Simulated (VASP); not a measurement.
Write the native input for VASP 6.6.1 that does the following.

* Task: relaxation of cell and atoms
* Functional: PBEsol
* Potentials or basis: VASP PAW PBE potentials, release 64 (Li_sv, S)
* Cutoff: 600 eV
* k mesh: 8 × 8 × 8
* Occupations: gaussian, width 0.01 eV
* Spin: no spin polarisation
* Dipole correction: no
* Further INCAR settings: ALGO = Fast; EDIFF = 1e-07; IBRION = 2; EDIFFG = -0.001; NSW = 80; ISIF = 3

The structure of Li2S lies in POSCAR:

```
Li2S
1.0
    0.0000000000      2.8273141368      2.8273141368
    2.8273141368      0.0000000000      2.8273141368
    2.8273141368      2.8273141368      0.0000000000
Li S
2 1
Direct
    0.2500000000      0.2500000000      0.2500000000
    0.7500000000      0.7500000000      0.7500000000
    0.0000000000      0.0000000000      0.0000000000
```

The cell isn't the ideal one: cell and atoms relaxed tightly for response.

These files were run (other wordings do the same):

INCAR

```
PREC = Accurate
ENCUT = 600
EDIFF = 1E-7
ISMEAR = 0
SIGMA = 0.01
LREAL = F
LASPH = T
NELM = 80
ALGO = Fast
ISIF = 3
LWAVE = F
LCHARG = F
GGA = PS
IBRION = 2
NSW = 80
EDIFFG = -0.001
```

KPOINTS

```
regular mesh
0
Gamma
  8 8 8
```

Potentials or basis: VASP PAW PBE potentials, release 64 (Li_sv, S).

Launch:

```console
$ cat potpaw_PBE.64/Li_sv/POTCAR potpaw_PBE.64/S/POTCAR > POTCAR
$ mpirun -np 1 vasp_std > vasp.out
```

It gave:

| Property | Result |
| --- | --- |
| Relaxed volume | 15.06 Å³/atom |
| Relaxed cell | a = 3.998 Å, b = 3.998 Å, c = 3.998 Å, α = 60.00°, β = 60.00°, γ = 60.00° |
| Space group after relaxing (to 0.05 Å) | Fm-3m (No. 225) |
| Energy gained by relaxing | 0.0 meV/atom |
| Ionic steps | 2 |
| Pressure after relaxing | 0.0 GPa |
| Band gap on the k mesh | 3.20 eV, indirect (least direct gap 4.22 eV) |

Caveat: the cutoff is under 1.25 times the usual one of these potentials, so pressure, stress and relaxed cells hold a basis-set (Pulay) error; the PAW data sets were made with another functional, which shifts forces and pressure a little.

Wall time 27 s on 1 thread of Intel(R) Xeon(R) Platinum 8488C (Sapphire Rapids), with other jobs on the host, peak memory 0.17 GiB.
